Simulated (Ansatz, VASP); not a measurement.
## Si: VASP beside Ansatz

```xyz
2
Lattice="0.0000 2.6869 2.8305 2.6869 0.0000 2.8305 2.6869 2.6869 0.0000" Properties=species:S:1:pos:R:3 pbc="T T T"
Si    2.6869    2.6869    2.8305
Si    4.0304    4.0304    4.2457
```

Change from the starting cell: strain +e along x and -e along y +0.0000, strain +e along z and -e/2 along x and y +0.0350.

Alike in both runs: task single point; functional PBE; k mesh 8 × 8 × 8; occupations gaussian, width 0.05 eV; no spin polarisation.

|  | VASP | Ansatz |
| --- | --- | --- |
| version | VASP 6.6.1 | Ansatz 0.2.0 |
| potentials or method | VASP PAW PBE potentials, release 64 (Si) | scalar-relativistic, plane waves, PAW |
| plane-wave cutoff (eV) | 520 | 420 |
| valence electrons in the cell | 8 | 8 |

Ansatz gave:

- gap on the k mesh at the Fermi level (eV): 0.37
- least direct gap on the mesh (eV): 2.29
- pressure (GPa): 0.0
- largest component of the traceless stress (GPa): 3.63

Task: Estimate VASP's values.

Result: gap on the k mesh at the Fermi level (eV): 0.37; least direct gap on the mesh (eV): 2.29; pressure (GPa): 0.0; largest component of the traceless stress (GPa): 3.64.
